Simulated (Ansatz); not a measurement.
BN (R3m) from a database of computed structures was put through Ansatz (plane waves). The geometry is the r2SCAN+rVV10 minimum.

The cell:
```cif
data_structure
_symmetry_space_group_name_H-M 'P 1'
_symmetry_Int_Tables_number 1
_cell_length_a 2.5002
_cell_length_b 2.5002
_cell_length_c 3.5581
_cell_angle_alpha 90.073
_cell_angle_beta 110.491
_cell_angle_gamma 119.999
_cell_volume 17.61
loop_
_atom_site_label
_atom_site_type_symbol
_atom_site_fract_x
_atom_site_fract_y
_atom_site_fract_z
_atom_site_occupancy
B1 B 0.99103 0.99142 0.99384 1
N1 N 0.65712 0.32446 0.99297 1
```

Output, abridged:
```
Warning: 1 symmetry operations that the atoms keep within the bar at which the run's group was sought (crystal.symmetry.tolerance 1.0e-5, or twice it) were not taken beside the 1 unitary ones that the detection took (of a slab, those that keep its plane). […]
Functional definition: r2SCAN
Crystal: 2 atoms, lattice volume = 17.613 Å³
Basis set: ecut = 500 eV, 449 PW (Γ)
Bands: 8, of which v1, the nominal top of the filled ones, is band 4 counted from 1 (3 counted from 0)
Symmetry: 1 space group operations
Space group: P1 (ITA 1)
k-points: 112 of 216 (time reversal used)
SCF 1 converged in 7 iterations: F = -544.120313 eV  dr2 = 6.02e-9
Free energy (F): -544.120313 eV
Fermi energy:    4.688292 eV
--- G₀W₀: contour deformation, 5 samples at zero and on the imaginary axis and 2 off it, 216 q-points, 28 empty bands' worth ---
    ik  band        ε_KS         Σx   Σc(E_QP)       V_xc       Z   E_QP_lin       E_QP  E_QP is
     0     3      3.4045   -23.7376     3.7231   -19.5192  0.8100     2.9070     2.9092  root
     0     4      3.4045   -23.7376     3.7231   -19.5192  0.8100     2.9070     2.9092  root
     0     5     10.4992    -5.1120    -3.8101    -9.2824  0.8496    10.8605    10.8595  root
     0     6     17.2416    -8.0580    -4.7959   -14.5074  0.8254    18.9240    18.8950  root
    15     3      1.0520   -23.4940     4.1805   -18.6645  0.7945     0.3981     0.4030  root
    15     4      2.9803   -20.0785     3.1910   -16.3016  0.7910     2.3904     2.3944  root
    15     5     12.6131    -6.4852    -4.5694   -11.9876  0.8092    13.5578    13.5461  root
    15     6     13.7342    -5.4974    -4.3361   -10.4509  0.8303    14.3558    14.3517  root
    16     3      0.5049   -23.5573     4.3146   -18.5688  0.7903    -0.1745    -0.1689  root
    16     4      4.1621   -20.4048     2.9627   -16.9836  0.8000     3.7016     3.7037  root
    16     5     10.6755    -6.2988    -4.2256   -11.3579  0.8258    11.5154    11.5090  root
    16     6     15.4188    -7.8918    -4.7867   -13.7896  0.8182    16.5456    16.5299  root
    17     3      0.4845   -23.5409     4.3179   -18.5460  0.7902    -0.1982    -0.1925  root
    17     4      3.9193   -20.0501     2.9696   -16.5691  0.7994     3.4052     3.4079  root
    17     5     10.5609    -6.6072    -4.1688   -11.6441  0.8250    11.4358    11.4289  root
    17     6     15.2231    -7.6267    -4.6771   -13.3492  0.8223    16.2802    16.2683  root
    18     3      0.4441   -23.5088     4.3244   -18.5010  0.7898    -0.2451    -0.2393  root
    18     4      3.5665   -19.7437     3.0225   -16.1428  0.7978     2.9846     2.9882  root
    18     5      9.8827    -6.4172    -3.9591   -11.1627  0.8312    10.6741    10.6690  root
    18     6     15.2719    -7.9189    -4.6961   -13.7280  0.8230    16.3978    16.3849  root
    19     3      0.4240   -23.4931     4.3277   -18.4790  0.7897    -0.2684    -0.2625  root
    19     4      3.4478   -19.7505     3.0628   -16.0913  0.7968     2.8475     2.8514  root
    19     5      9.4317    -6.1264    -3.8549   -10.6964  0.8355    10.1507    10.1468  root
    19     6     15.3119    -8.0177    -4.6960   -13.8558  0.8238    16.4675    16.4541  root
    20     3      1.3659   -23.4585     4.0707   -18.7346  0.7939     0.7077     0.7128  root
    20     4      2.4628   -23.5278     3.8753   -19.0888  0.8044     1.8960     1.8991  root
    20     5     11.9771    -5.4667    -3.9417    -9.8941  0.8412    12.4648    12.4629  root
    20     6     16.7427    -7.6152    -5.2186   -14.0676  0.7795    17.9954    17.9765  root
    22     3      1.3220   -23.6627     4.1085   -18.8964  0.7951     0.6591     0.6641  root
    22     4      2.4424   -23.5143     3.8798   -19.0667  0.8043     1.8715     1.8747  root
    22     5     15.2549    -8.2075    -4.9653   -14.3656  0.7784    16.4748    16.4477  root
    22     6     16.6348    -8.1254    -4.8188   -14.3285  0.8189    18.0420    18.0190  root
    24     3      1.3085   -23.5596     4.0976   -18.8011  0.7946     0.6426     0.6477  root
    24     4      2.4907   -23.5565     3.8729   -19.1247  0.8046     1.9287     1.9318  root
    24     5     13.2888    -6.4863    -4.1821   -11.4024  0.8254    14.0285    14.0227  root
    24     6     16.9272    -8.0615    -4.9313   -14.3892  0.8080    18.3438    18.3236  root
  […]
```

The points are ik 0 = (0, 0, 0) (Γ), ik 15 = (0, 1/3, -1/6), ik 16 = (0, -1/2, 0), ik 17 = (0, -1/2, 1/6), ik 18 = (0, -1/2, 1/3), ik 19 = (0, -1/2, -1/2), ik 20 = (1/6, 0, 0), ik 22 = (1/6, 0, 1/3), ik 24 = (1/6, 0, -1/3), ik 25 = (1/6, 0, -1/6), ik 35 = (1/6, 1/3, -1/2), ik 37 = (1/6, 1/3, -1/6); band 4 is the last filled one.

**Question.** Reconstruct the input.

**Answer.**
```yaml
crystal:
  # lattice and atoms as above
kpoints:
  mp_grid: { grid: [6, 6, 6] }
hamiltonian:
  xc: r2scan
scf:
  occupations: { method: fixed }
gw:
  n_empty_bands: 28
  ecut_chi: 80
  qp_bands: [v2, c2]
  qp_kpoints: band_edges
  screening: { model: contour_deformation }
```
The quasiparticle table needs the gw block. This is the file that was run; thresholds and some counts can't be read off the log exactly.

Command: `ansatz run input.yaml --threads 2 --pin off --max-ram 3686MiB --backend cpu --events-out ev --progress --plain --runs-dir out`. Wall time 47 s on 2 threads of Arm Neoverse V2, with other jobs on the host, load about 0.2 per core; peak host memory 0.33 GiB.

The values are computed, spin-unpolarised, and not measurements.
